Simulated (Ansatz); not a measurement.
# MoS2: the cost of one run

Method: DFT PBE+D3(BJ), scalar-relativistic, plane waves, PAW, in Ansatz 0.2.0.

The COD entry's cell or inner coordinates are ideal or old and differ from later refinements, so a difference from it is no clean test against experiment.

9 further runs of the same task are left out: 3 that didn't finish, 6 set aside as unsound or not needed.

### Step 1. Starting point

The structure is trigonal, space group R-3m (No. 166). Conventional cell: a = 3.133 Å, b = 3.133 Å, c = 17.877 Å, α = 90.00°, β = 90.00°, γ = 120.00°. Mo (site symmetry -3m) has 6 S at 2.42 Å as nearest neighbours. S (site symmetry 3m) has 3 Mo at 2.42 Å as nearest neighbours.

Coordinates:

```cif
data_structure
_symmetry_space_group_name_H-M 'R-3m:H'
_symmetry_Int_Tables_number 166
_cell_length_a 3.1335
_cell_length_b 3.1335
_cell_length_c 17.8767
_cell_angle_alpha 90.000
_cell_angle_beta 90.000
_cell_angle_gamma 120.000
_cell_volume 152.01
loop_
_atom_site_label
_atom_site_type_symbol
_atom_site_symmetry_multiplicity
_atom_site_Wyckoff_symbol
_atom_site_fract_x
_atom_site_fract_y
_atom_site_fract_z
_atom_site_occupancy
Mo1 Mo 3 a 0.00000 0.00000 0.00000 1
S1 S 6 c 0.00000 0.00000 0.75633 1
```

This cell was relaxed beforehand with the same method: volume 16.89 Å³/atom, gap on the mesh none (metal).

### Step 2. The reference cell

Reference values: F = -6763.2679 eV; pressure 0.04 GPa; largest force 0.002 eV/Å; gap on the mesh none (metal). It was computed beforehand with the settings of the runs below.

### Step 3. Setting up a strain scan

The cell is strained by ε times the Voigt pattern (1, -1, 0, 0, 0, 0) (xx, yy, zz, yz, xz, xy; engineering shear), with fractional coordinates fixed (clamped ions). The stress on the pattern is the sum of the stress components weighted by it, tension positive.

### Step 4. At ε = -0.1500

input.yaml

```yaml
crystal:
  lattice:
    - [1.3317195289, 1.0402340268, 5.9589013495]
    - [-1.3317195289, 1.0402340268, 5.9589013495]
    - [0.0, -2.0804680535, 5.9589013495]
  atoms:
    - { symbol: Mo, position: [0.0, 0.0, 0.0] }
    - { symbol: S, position: [0.7563304588, 0.7563304588, 0.7563304588] }
    - { symbol: S, position: [0.2436695412, 0.2436695412, 0.2436695412] }
basis:
  ecutwfc: 420
kpoints:
  mp_grid: { grid: [18, 18, 18] }
hamiltonian:
  xc: pbe
  dispersion: d3bj
scf:
  occupations: { method: gaussian, width: 0.15 }
output:
  forces: true
  stress: true
  eigenvalues: true
```

Launch:

```sh
$ ansatz run input.yaml --threads 1 --pin off --max-ram 2560MiB --backend cpu --events-out ev --progress --plain --runs-dir out
```

**Question.** How long does this run take on 1 thread of AMD EPYC 9R45 (Zen 5), shared host, and how much memory does it need?

About 21 s, with a peak of 1.2 GiB.
